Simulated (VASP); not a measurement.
# CeO (Pm-3m) in VASP: further runs

One crystal, CeO, is run at these levels: LDA+U; tasks: single point.

Program: VASP 6.6.1. These are calculated values, not measurements. Logs are shortened: lines on timing, memory, paths and dates and some standing lists are left out, and cuts for length are marked.

## (1) Starting point

It takes space group Pm-3m (No. 221, cubic). Conventional cell: a = 2.888 Å, b = 2.888 Å, c = 2.888 Å, α = 90.00°, β = 90.00°, γ = 90.00°. Ce (site symmetry m-3m) is surrounded by 8 O at 2.50 Å. O (site symmetry m-3m) has 8 Ce at 2.50 Å as nearest neighbours.

The cell comes from a database or a generator and needn't be the stable form of this composition.

## (2) Single point, LDA+U, collinear spin, ferromagnetic start

File INCAR:

```
SYSTEM = CeO
ALGO = Normal ; EDIFF = 1E-6
ENCUT = 520 ; ISIF = 2
ISMEAR = 0 ; ISPIN = 2
LASPH = .TRUE. ; LCHARG = .FALSE.
LDAU = .TRUE. ; LDAUJ = 0 0
LDAUL = 3 -1 ; LDAUPRINT = 1
LDAUTYPE = 2 ; LDAUU = 3 0
LMAXMIX = 6 ; LORBIT = 11
LREAL = .FALSE. ; LWAVE = .FALSE.
MAGMOM = 1 0 ; NBANDS = 20
NELM = 150 ; PREC = Accurate
SIGMA = 0.05
```

File KPOINTS:

```
k-points
0
G
  7 7 7
  0 0 0
```

File POSCAR:

```
CeO
1.0
    2.8880971600      0.0000000000      0.0000000000
    0.0000000000      2.8880971600      0.0000000000
    0.0000000000      0.0000000000      2.8880971600
Ce O
1 1
Direct
    0.0000000000      0.0000000000      0.0000000000
    0.5000000000      0.5000000000      0.5000000000
```

Potentials or basis: VASP PAW LDA potentials, release 64 (Ce, O).

On the command line:

```
cat potpaw_LDA.64/Ce/POTCAR potpaw_LDA.64/O/POTCAR > POTCAR
mpirun -np 1 vasp_std > vasp.out
```

OUTCAR:

```text
SYSTEM = CeO
   EDIFF = 1E-6
   ENCUT = 520
   ISIF = 2
   ISMEAR = 0
   ISPIN = 2
   LASPH = .TRUE.
   LORBIT = 11
   LREAL = .FALSE.
   NELM = 150
   PREC = Accurate

 ion  position               nearest neighbor table
   1  0.000  0.000  0.000-   2 2.50   2 2.50   2 2.50   2 2.50   2 2.50   2 2.50   2 2.50   2 2.50

   2  0.500  0.500  0.500-   1 2.50   1 2.50   1 2.50   1 2.50   1 2.50   1 2.50   1 2.50   1 2.50

  LATTYP: Found a simple cubic cell.
 ALAT       =     2.8880971600

  Lattice vectors:

 A1 = (   2.8880971600,   0.0000000000,   0.0000000000)
 A2 = (   0.0000000000,   2.8880971600,   0.0000000000)
 A3 = (   0.0000000000,   0.0000000000,   2.8880971600)

Analysis of symmetry for initial positions (statically):
=====================================================================
 Subroutine PRICEL returns:
 Original cell was already a primitive cell.

 Routine SETGRP: Setting up the symmetry group for a
 simple cubic supercell.

 Subroutine GETGRP returns: Found 48 space group operations
 (whereof 48 operations were pure point group operations)
 out of a pool of 48 trial point group operations.

The static configuration has the point symmetry O_h .

Analysis of symmetry for dynamics (positions and initial velocities):
=====================================================================
 Subroutine PRICEL returns:
 Original cell was already a primitive cell.

 Routine SETGRP: Setting up the symmetry group for a
 simple cubic supercell.

 Subroutine GETGRP returns: Found 48 space group operations
 (whereof 48 operations were pure point group operations)
 out of a pool of 48 trial point group operations.

The dynamic configuration has the point symmetry O_h .

Analysis of structural, dynamic, and magnetic symmetry:
=====================================================================
 Subroutine PRICEL returns:
 Original cell was already a primitive cell.

 Routine SETGRP: Setting up the symmetry group for a
 simple cubic supercell.

 Subroutine GETGRP returns: Found 48 space group operations
 (whereof 48 operations were pure point group operations)
 out of a pool of 48 trial point group operations.

The overall configuration has the point symmetry O_h .

[... 184 lines left out ...]
  o =  0.3022  v = -0.0046 -0.0000 -0.0036 -1.0000 -0.0002 -0.0000  0.0003  0.0000  0.0000  0.0000  0.0000  0.0000  0.0000  0.0000      0.0000  0.0000  0.0000  0.0000  0.0000  0.0000  0.0000  0.0000  0.0000  0.0000  0.0000  0.0000  0.0000  0.0000
  o =  0.3022  v =  0.7899  0.0000  0.6119 -0.0058  0.0245 -0.0000 -0.0317  0.0000  0.0000  0.0000  0.0000  0.0000  0.0000  0.0000      0.0000  0.0000  0.0000  0.0000  0.0000  0.0000  0.0000  0.0000  0.0000  0.0000  0.0000  0.0000  0.0000  0.0000
  o =  0.3022  v =  0.0317  0.0000  0.0245  0.0001 -0.6119 -0.0000  0.7899  0.0000  0.0000  0.0000  0.0000  0.0000  0.0000  0.0000      0.0000  0.0000  0.0000  0.0000  0.0000  0.0000  0.0000  0.0000  0.0000  0.0000  0.0000  0.0000  0.0000  0.0000

 number of electron      17.9999998 magnetization       0.9848622

 Free energy of the ion-electron system (eV)
  ---------------------------------------------------
  ext. energy  EPLUGINS =         0.00000000
  ---------------------------------------------------
  free energy    TOTEN  =       -15.50955998 eV

  energy without entropy =      -15.50666670  energy(sigma->0) =      -15.50811334

 E-fermi :  13.5285     XC(G=0): -13.5512

 val. band max:       13.5247582600   @ k =   0.2857   0.2857   0.2857
 cond. band min:      13.5339735463   @ k =   0.4286   0.4286   0.0000
 fundamental gap:      0.0092152863
 Fermi energy:        13.5285141523

 spin component 1

 k-point     1 :       0.0000    0.0000    0.0000
  band No.  band energies     occupation
      1     -23.0022      1.00000
      2      -6.7727      1.00000
      3      -3.4363      1.00000
      4      -3.4363      1.00000
      5      -3.4363      1.00000
      6       8.9151      1.00000
[... 436 lines left out ...]
      6       4.4043      1.00000
[... 12 lines left out ...]
     19      24.9194      0.00000
     20      24.9194      0.00000
 Fermi energy:        13.5285141523

 spin component 2

 k-point     1 :       0.0000    0.0000    0.0000
  band No.  band energies     occupation
      1     -22.6167      1.00000
      2      -6.7539      1.00000
      3      -3.0903      1.00000
      4      -3.0903      1.00000
      5      -3.0903      1.00000
      6       9.0021      1.00000
[... 449 lines left out ...]
     19      25.3267      0.00000
     20      25.3267      0.00000

------------------------ aborting loop because EDIFF is reached ----------------------------------------

  FORCE on cell =-STRESS in cart. coord.  units (eV):
  Direction    XX          YY          ZZ          XY          YZ          ZX
  --------------------------------------------------------------------------------------
  -------------------------------------------------------------------------------------
  Total        5.4399850      5.4399850      5.4399850     -0.0000000     -0.0000000     -0.0000000
  in kB      361.8036021    361.8036021    361.8036021     -0.0000000     -0.0000000     -0.0000000
  external PRESSURE =     361.8036021 kB  Pullay stress =       0.0000000 kB

 VOLUME and BASIS-vectors are now :
 -----------------------------------------------------------------------------
  energy-cutoff  :      520.00
  volume of cell :       24.09
      direct lattice vectors                 reciprocal lattice vectors
     2.888097160  0.000000000  0.000000000     0.346248739  0.000000000  0.000000000
     0.000000000  2.888097160  0.000000000     0.000000000  0.346248739  0.000000000
     0.000000000  0.000000000  2.888097160     0.000000000  0.000000000  0.346248739

 POSITION                                       TOTAL-FORCE (eV/Angst)
 -----------------------------------------------------------------------------------
      0.00000      0.00000      0.00000         0.000000      0.000000      0.000000
      1.44405      1.44405      1.44405         0.000000      0.000000      0.000000
 -----------------------------------------------------------------------------------
    total drift:                                0.000000      0.000000     -0.000000

  FREE ENERGIE OF THE ION-ELECTRON SYSTEM (eV)
  ---------------------------------------------------
  free  energy   TOTEN  =       -15.5095599794 eV

  energy  without entropy=      -15.5066666996  energy(sigma->0) =      -15.50811334

 total charge

# of ion       s       p       d       f       tot
--------------------------------------------------
    1        2.029   5.695   1.421   1.187  10.332
    2        1.557   3.463   0.000   0.000   5.019
--------------------------------------------------
tot          3.586   9.158   1.421   1.187  15.351

 magnetization (x)

# of ion       s       p       d       f       tot
--------------------------------------------------
    1        0.003   0.006   0.125   0.823   0.957
    2        0.006  -0.020   0.000   0.000  -0.014
--------------------------------------------------
tot          0.009  -0.014   0.125   0.823   0.943
```

stdout:

```text
POSCAR found type information on POSCAR CeO
 POSCAR found :  2 types and       2 ions
 scaLAPACK will be used
 LDA part: xc-table for (Slater(with rela. corr.)+CA(PZ))
 , standard interpolation
 POSCAR, INCAR and KPOINTS ok, starting setup
 FFT: planning ... GRIDC
 FFT: planning ... GRID_SOFT
 FFT: planning ... GRID
 WAVECAR not read
 entering main loop
```

Run time: 19 s. Hardware: 1 thread of AMD EPYC 9R45 (Zen 5), shared host; peak memory 0.13 GiB.

Results:

* Free energy: -15.5096 eV
* Pressure: 36.2 GPa
* Band gap on the k mesh: none (metal or under the smearing width)
* Net moment: 0.98 μB per cell
* Site moments: Ce +0.96; O -0.01 μB
* Valence electrons inside the program's atomic spheres: Ce 10.33; O 5.02

Levels at points of the mesh, in eV from the Fermi level:
Spin up:
```tsv
k point	band 7	band 8	band 9	band 10	band 11	band 12	band 13	band 14
(0.00, 0.00, 0.00)	-4.61	-4.61	-3.51	-3.51	0.88	0.88	0.88	1.05
```
Spin down:
| k point | band 5 | band 6 | band 7 | band 8 | band 9 | band 10 | band 11 | band 12 | band 13 | band 14 |
| --- | --- | --- | --- | --- | --- | --- | --- | --- | --- | --- |
| (0.00, 0.00, 0.00) | -16.62 | -4.53 | -4.53 | -4.53 | -3.21 | -3.21 | 1.31 | 1.31 | 1.31 | 1.89 |

Eigenvalues of the final occupation matrices:
```
    site  spin  trace                         eigenvalues
site 1 f     1   1.01  0.02 0.02 0.02 0.04 0.30 0.30 0.30
site 1 f     2   0.19  0.01 0.02 0.02 0.03 0.03 0.03 0.04
```

Caveat: the magnetic or orbital state may not be the lowest; a pressure of tens of GPa on the cell as given is suspect, and the run, the potentials or the cell itself is likely at fault; spin-orbit coupling is left out, which moves the levels of the heavy elements.

## (3) Single point, LDA+U, collinear spin, antiferromagnetic start

This run uses another cell than the first one: it holds 4 atoms, not 2.

File INCAR:

```
SYSTEM = CeO
PREC     = Accurate       ! precision mode
ENCUT    = 520            ! plane-wave cutoff, eV
EDIFF    = 1E-6           ! SCF threshold, eV
ISMEAR   = 0              ! smearing method
SIGMA    = 0.05           ! smearing width, eV
LREAL    = .FALSE.        ! projectors in reciprocal space
LASPH    = .TRUE.         ! aspherical terms in the spheres
NELM     = 100            ! most SCF steps
ALGO     = Normal         ! electronic algorithm
ISIF     = 2              ! what is computed and relaxed
LWAVE    = .FALSE.        ! write WAVECAR
LCHARG   = .FALSE.        ! write CHGCAR
ISPIN    = 2              ! spin polarisation
MAGMOM   = 1 -1 0 0       ! initial moments
LORBIT   = 11             ! projections on sites
LMAXMIX  = 6              ! l up to which the mixer works
LDAU     = .TRUE.         ! DFT+U
LDAUTYPE = 2            
LDAUL    = 3 -1           ! shell
LDAUU    = 3 0            ! U, eV
LDAUJ    = 0 0          
LDAUPRINT= 1            
GGA      = CA             ! functional
NBANDS   = 30             ! bands
```

File KPOINTS:

```
Automatic mesh
0
G
  7 7 4
  0 0 0
```

File POSCAR:

```
CeO
1.0
    2.8880971600      0.0000000000      0.0000000000
    0.0000000000      2.8880971600      0.0000000000
    0.0000000000      0.0000000000      5.7761943200
Ce O
2 2
Direct
    0.0000000000      0.0000000000      0.0000000000
    0.0000000000      0.0000000000      0.5000000000
    0.5000000000      0.5000000000      0.2500000000
    0.5000000000      0.5000000000      0.7500000000
```

Potentials or basis: VASP PAW LDA potentials, release 64 (Ce, O).

On the command line:

```
cat potpaw_LDA.64/Ce/POTCAR potpaw_LDA.64/O/POTCAR > POTCAR
mpirun -np 1 vasp_std > vasp.out
```

Run time: 2.6 min. Hardware: 1 thread of AMD EPYC 9R45 (Zen 5), shared host; peak memory 0.19 GiB.

The run converged. Its results:

```yaml
Free_energy: -30.9017 eV
Pressure: 36.4 GPa
Band_gap_on_the_k_mesh: none (metal or under the smearing width)
Net_moment: 0.00 μB per cell
Site_moments: Ce +0.83, -0.83; O +0.00 μB
Valence_electrons_inside_the_program's_atomic_spheres: Ce 10.33; O 5.02
```

Stress tensor (GPa, compression positive):
```
35.76  0.00  0.00
 0.00 35.76  0.00
 0.00  0.00 37.54
```

Levels at points of the mesh, in eV from the Fermi level:
Spin up:
| k point | band 14 | band 15 | band 16 | band 17 | band 18 | band 19 | band 20 | band 21 | band 22 | band 23 |
| --- | --- | --- | --- | --- | --- | --- | --- | --- | --- | --- |
| (0.00, 0.00, 0.00) | -4.59 | -4.59 | -4.59 | -3.41 | -3.38 | -1.83 | -0.05 | 0.00 | 0.73 | 0.73 |
| (0.00, 0.00, 0.50) | -5.33 | -5.30 | -5.30 | -2.92 | -2.65 | -0.94 | -0.34 | 0.47 | 0.70 | 0.70 |
Spin down:
```csv
k point,band 14,band 15,band 16,band 17,band 18,band 19,band 20,band 21,band 22,band 23
"(0.00, 0.00, 0.00)",-4.59,-4.59,-4.59,-3.41,-3.38,-1.83,-0.05,0.00,0.73,0.73
"(0.00, 0.00, 0.50)",-5.33,-5.30,-5.30,-2.92,-2.65,-0.94,-0.34,0.47,0.70,0.70
```

Eigenvalues of the final occupation matrices:
```tsv
site	spin	trace	eigenvalues
site 1 f	1	0.96	0.02 0.02 0.02 0.04 0.26 0.26 0.33
site 1 f	2	0.22	0.02 0.02 0.02 0.04 0.04 0.04 0.06
site 2 f	1	0.22	0.02 0.02 0.02 0.04 0.04 0.04 0.06
site 2 f	2	0.96	0.02 0.02 0.02 0.04 0.26 0.26 0.33
```

Caveat: the magnetic or orbital state may not be the lowest; a pressure of tens of GPa on the cell as given is suspect, and the run, the potentials or the cell itself is likely at fault; spin-orbit coupling is left out, which moves the levels of the heavy elements. The state reached can hang on the start; a lower one may exist.

## (4) Single point, LDA+U, collinear spin, zero start

File INCAR:

```
SYSTEM = CeO
PREC = Accurate
ENCUT = 520
EDIFF = 1E-6
ISMEAR = 0
SIGMA = 0.05
LREAL = .FALSE.
LASPH = .TRUE.
NELM = 120
ALGO = Fast
ISIF = 2
LWAVE = .FALSE.
LCHARG = .FALSE.
ISPIN = 2
MAGMOM = 0 0
LORBIT = 11
LMAXMIX = 6
LDAU = .TRUE.
LDAUTYPE = 2
LDAUL = 3 -1
LDAUU = 3 0
LDAUJ = 0 0
LDAUPRINT = 1
GGA = CA
```

File KPOINTS:

```
Automatic mesh
0
G
  7 7 7
  0 0 0
```

File POSCAR:

```
CeO
1.0
    2.8880971600      0.0000000000      0.0000000000
    0.0000000000      2.8880971600      0.0000000000
    0.0000000000      0.0000000000      2.8880971600
Ce O
1 1
Direct
    0.0000000000      0.0000000000      0.0000000000
    0.5000000000      0.5000000000      0.5000000000
```

On the command line:

```
cat potpaw_LDA.64/Ce/POTCAR potpaw_LDA.64/O/POTCAR > POTCAR
mpirun -np 1 vasp_std > vasp.out
```

Run time: 30 s. Hardware: 1 thread of AMD EPYC 9R45 (Zen 5), shared host; peak memory 0.13 GiB.

Results (log left out):

- Free energy: -15.4029 eV
- Pressure: 32.9 GPa
- Band gap on the k mesh: none (metal or under the smearing width)
- Net moment: 0.00 μB per cell
- Valence electrons inside the program's atomic spheres: Ce 10.30; O 5.01

Levels at points of the mesh, in eV from the Fermi level:
Spin up:
```csv
k point,band 5,band 6,band 7,band 8,band 9,band 10,band 11,band 12,band 13
"(0.00, 0.00, 0.00)",-17.03,-4.66,-4.66,-4.66,-3.48,-3.48,0.46,0.46,0.46
```
Spin down:
```csv
k point,band 7,band 8,band 9,band 10,band 11,band 12
"(0.00, 0.00, 0.00)",-4.66,-4.66,-3.48,-3.48,0.46,0.46
```

Eigenvalues of the final occupation matrices:
| site | spin | trace | eigenvalues |
| --- | --- | --- | --- |
| site 1 f | 1 | 0.56 | 0.04 0.05 0.05 0.05 0.13 0.13 0.13 |
| site 1 f | 2 | 0.56 | 0.04 0.05 0.05 0.05 0.13 0.13 0.13 |

Caveat: the magnetic or orbital state may not be the lowest; a pressure of tens of GPa on the cell as given is suspect, and the run, the potentials or the cell itself is likely at fault; spin-orbit coupling is left out, which moves the levels of the heavy elements.

## (5) Overview

| spin | k mesh | supercell matrix | gap on the mesh (eV) | pressure (GPa) | moment (μB) |
| --- | --- | --- | --- | --- | --- |
| collinear, ferromagnetic start | 7 × 7 × 7 | - | none | 36.2 | 0.98 |
| collinear, antiferromagnetic start | 7 × 7 × 4 | [1, 0, 0, 0, 1, 0, 0, 0, 2] | none | 36.4 | 0.00 |
| collinear, zero start | 7 × 7 × 7 | - | none | 32.9 | 0.00 |

Alike in all rows: task single point; level LDA+U; potentials or basis VASP PAW LDA potentials, release 64 (Ce, O); Ce f U = 3 eV; cell as given; cutoff (eV) 520; smearing gaussian 0.05 eV.

Every run on the cell as given and a fine mesh finds a metal.

Caveats: the magnetic or orbital state may not be the lowest; a pressure of tens of GPa on the cell as given is suspect, and the run, the potentials or the cell itself is likely at fault; spin-orbit coupling is left out, which moves the levels of the heavy elements.

Total energies depend on the potentials used, so only differences within one code and one set of settings carry meaning.
